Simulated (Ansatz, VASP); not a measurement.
# One calculation of HfO2, two programs

```
Hf O
1.0
     0.00000    2.51304    2.51304
     2.51304    0.00000    2.51304
     2.51304    2.51304    0.00000
Hf O
1 2
Direct
  0.00000 0.00000 0.00000
  0.25000 0.25000 0.25000
  0.75000 0.75000 0.75000
```

Alike in both runs: task single point; functional LDA; k mesh 8 × 8 × 8; no spin polarisation.

|  | VASP | Ansatz |
| --- | --- | --- |
| version | VASP 6.6.1 | Ansatz 0.2.0 |
| potentials or method | VASP PAW LDA potentials, release 64 (Hf_pv, O), cutoff 520 eV | all-electron LAPW, scalar-relativistic |
| occupations | gaussian, width 0.01 eV | fixed |

|  | VASP | Ansatz | Ansatz less VASP |
| --- | --- | --- | --- |
| gap on the k mesh at the Fermi level (eV) | 3.66 | 3.62 | -0.041 |
| pressure (GPa) | -7.2 | -4.0 | +3.26 |

Ansatz ran all-electron here, so the differences hold the error of VASP's frozen core and of both bases.

Caveats: spin-orbit coupling is left out, which moves the levels of the heavy elements. Expect the measured gap to be larger: semilocal functionals such as LDA lack the derivative discontinuity. A k mesh can miss the band edges.
